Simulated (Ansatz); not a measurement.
C6H6O can be A, `Oc1ccccc1`, or B, `O=C1C=CCC=C1`.

Computed with Ansatz on PBE0-D4/def2-TZVP structures; ΔE is electronic, products minus reactants. CCSD(T)/CBS is the MP2 limit (def2-TZVPP, def2-QZVPP) plus CCSD(T) − MP2 in def2-TZVPP, frozen cores. DFT in def2-TZVPP. B3LYP here is the variant with VWN-RPA as its local correlation; programs differ in this. Each species was taken in one conformer, which may not be the lowest.

Task: Which is lower in electronic energy at CCSD(T)/CBS, and by how much? (An estimate is asked.)

Result: Ansatz gave: A, by 17.7 kcal/mol.

Task: Give E(B) − E(A) in kcal/mol with B3LYP, MP2/def2-TZVPP, PBE-D4, CCSD(T)/def2-SVP, LDA (SPW92), B3LYP-D4, CCSD/def2-TZVPP. (Estimate.)

Result: The calculation gave: B3LYP 18.3, MP2/def2-TZVPP 22.5, PBE-D4 18.6, CCSD(T)/def2-SVP 15.3, LDA (SPW92) 22.3, B3LYP-D4 18.5, CCSD/def2-TZVPP 16.0. None reverses the order clearly.

Task: Does the order hold for the free energy at 298.15 K (harmonic terms from PBE0-D4)? (Best estimate.)

Result: Ansatz gave: Yes: G(B) − G(A) = +17.2 kcal/mol, for one conformer each.

Largest T1 diagnostic: 0.014.

In def2-TZVPP, CCSD(T) changes the Hartree–Fock value by +2.5 kcal/mol (the triples alone add +0.9 kcal/mol) and MP2 by +8.1 kcal/mol. From BLYP to BHLYP (50 % exact exchange), in def2-TZVPP and without D4, E(B) − E(A) moves by +1.5 kcal/mol.
